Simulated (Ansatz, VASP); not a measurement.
## One calculation of BaTiO3, two programs

```
Ba Ti O
1.0
     4.05872    0.00000    0.00000
     0.00000    4.05872    0.00000
     0.00000    0.00000    4.05872
Ba Ti O
1 1 3
Direct
  0.50000 0.50000 0.50000
  0.00000 0.00000 0.00000
  0.00000 0.00000 0.50000
  0.00000 0.50000 0.00000
  0.50000 0.00000 0.00000
```

Alike in both runs: task single point; functional PBEsol; k mesh 7 × 7 × 7; occupations fermi-dirac, width 0.05 eV; no spin polarisation.

|  | VASP | Ansatz |
| --- | --- | --- |
| version | VASP 6.6.1 | Ansatz 0.2.0 |
| potentials or method | VASP PAW PBE potentials, release 64 (Ba_sv, Ti_sv, O) | Ansatz PAW |
| plane-wave cutoff (eV) | 520 | 420 |
| valence electrons in the cell | 40 | 40 |

Ansatz gave:

| Property | Result |
| --- | --- |
| gap on the k mesh at the Fermi level (eV) | 1.74 |
| least direct gap on the mesh (eV) | 1.83 |
| pressure (GPa) | -10.3 |

What did VASP give for the same quantities?

gap on the k mesh at the Fermi level (eV): 1.68; least direct gap on the mesh (eV): 1.80; pressure (GPa): -8.8.

Caveats: spin-orbit coupling is left out, which moves the levels of the heavy elements; the PAW data sets were made with another functional, which shifts forces and pressure a little (VASP); an odd mesh through Γ misses points on the zone boundary, where band edges often lie (VASP); odd divisions of the mesh miss points on the zone boundary, where band edges often lie, so the gap on the mesh can be too wide (Ansatz); the pressure holds a Pulay correction of +0.6 GPa for the finite cutoff (Ansatz); the PAW data sets come from PBE, with cores solved anew for the run's functional, which leaves a small shift of forces and pressure (Ansatz).
